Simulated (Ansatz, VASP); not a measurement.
# One calculation of HfN, two programs

```
N Hf
1.0
     3.18308    0.00000    0.00000
    -1.59154    2.75663    0.00000
     0.00000    0.00000   23.49743
N Hf
3 3
Direct
  0.33333 0.66667 0.36174
  0.00000 0.00000 0.47235
  0.66667 0.33333 0.58295
  0.66667 0.33333 0.41705
  0.33333 0.66667 0.52956
  0.00000 0.00000 0.63746
```

Alike in both runs: functional PBEsol; k mesh 9 × 9 × 1; occupations gaussian, width 0.1 eV; no spin polarisation.

Ansatz relaxed the structure, and its values are those at the end. VASP's run is a single point on that final structure, the one shown.

|  | VASP | Ansatz |
| --- | --- | --- |
| version | VASP 6.6.1 | Ansatz 0.2.0 |
| potentials or method | VASP PAW PBE potentials, release 64 (N, Hf_pv) | scalar-relativistic, plane waves, PAW |
| plane-wave cutoff (eV) | 520 | 420 |
| valence electrons in the cell | 45 | 93 |

```tsv
	VASP	Ansatz	Ansatz less VASP
gap on the k mesh at the Fermi level (eV)	none	none	-
rms of the force components (eV/Å)	1.928	1.920	-0.0083
work function, face that differs most (eV)	8.25	8.42	+0.162
```

A gap of «none» marks a metal or a gap that the smearing closes. The functional is the same, so the differences come from potentials, cutoffs and numerics. The two sets of potentials don't hold the same shells in valence.

Caveats: the PAW data sets were made with another functional, which shifts forces and pressure a little (VASP). The runs have no spin-orbit coupling, so splittings on Hf are missing.
